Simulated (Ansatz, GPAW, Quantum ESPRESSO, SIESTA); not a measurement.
MgS: 5 runs at one level of theory

```
CELL_PARAMETERS angstrom
0.00000 2.83312 2.83312
2.83312 0.00000 2.83312
2.83312 2.83312 0.00000
ATOMIC_POSITIONS crystal
S 0.25000 0.25000 0.25000
Mg 0.00000 0.00000 0.00000
```

The cell comes from a database or a generator and needn't be the stable form of this composition.

Alike in all runs: task band structure; functional PBEsol; k mesh 8 × 8 × 8; occupations fermi-dirac, width 0.05 eV; no spin polarisation; no spin-orbit coupling. Pressure is positive in compression and, in plane waves, holds the error of the finite cutoff, which Ansatz's Pulay term estimates and takes out. Gaps are the smaller of the mesh's and the band path's.

```tsv
program and potentials	plane-wave cutoff (eV)	notes	band gap (eV)	pressure (GPa)
Ansatz, PAW datasets made for the crystal	200	4 valence electrons an atom on average	3.28	-0.46
Quantum ESPRESSO, GBRV 1.5 PBEsol	612	8 valence electrons an atom on average	3.28	-0.54
SIESTA, files PseudoDojo sr-pbesol-0.4.1-standard, DZP (energy shift 0.003 Ry; two zetas on semicore shells)	-	atomic basis; 8 valence electrons an atom on average	3.27	1.24
Ansatz, all-electron LAPW, scalar-relativistic	-	-	3.28	-0.46
GPAW, PAW data sets generated for this functional	800	8 valence electrons an atom on average	3.28	-0.37
```

The band gap spans 3.27 (SIESTA, files PseudoDojo sr-pbesol-0.4.1-standard, DZP (energy shift 0.003 Ry; two zetas on semicore shells)) to 3.28 eV (Ansatz, PAW datasets made for the crystal), with all-electron results at 3.28. The pressure spans -0.54 (Quantum ESPRESSO, GBRV 1.5 PBEsol) to 1.24 GPa (SIESTA, files PseudoDojo sr-pbesol-0.4.1-standard, DZP (energy shift 0.003 Ry; two zetas on semicore shells)), with all-electron results at -0.46. Rows in atomic bases carry the error of their basis and grid, which can be large.

The functional is the same throughout but for its coding, so the spread measures potentials, basis and numerics; runs on potential files found faulty are left out.
